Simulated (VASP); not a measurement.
ZrO₂ (space group P4_2/nmc): computed properties

Computed with LDA (Ceperley-Alder, Perdew-Zunger), VASP's LDA PAW potentials (set 64) (plane waves; VASP).

- space group = P4_2/nmc (137)
- cell = a = b = 3.561 Å, c = 5.121 Å, α = β = γ = 90.00°
- volume per atom = 10.82 Å³/atom
- band gap (over mesh and band path) = 3.96 eV
- smallest direct gap (over mesh and band path) = 4.08 eV
- band-edge character = indirect, A to Γ
- density = 6.30 g/cm³
- optical Γ-point spectrum = 145 (×4), 271, 321, 336, 447 (×2), 461 (×2), 598, 651 (×2), 659 cm⁻¹

Space group P4₂/nmc, origin choice 1 (No. 137); a = 3.5611 Å, b = 3.5611 Å, c = 5.1206 Å, α = 90.00°, β = 90.00°, γ = 90.00°

| atom | site | symmetry | x | y | z |
|---|---|---|---|---|---|
| Zr | 2a | -4m2 | 0.0000 | 0.0000 | 0.0000 |
| O | 4d | 2mm. | 0.5000 | 0.0000 | 0.2066 |

The structure comes from a computed database's ZrO2 entry (P4_2/nmc); how it stands against other phases isn't given here. It was relaxed first. Symmetry was kept, so distortions that lower it aren't found.
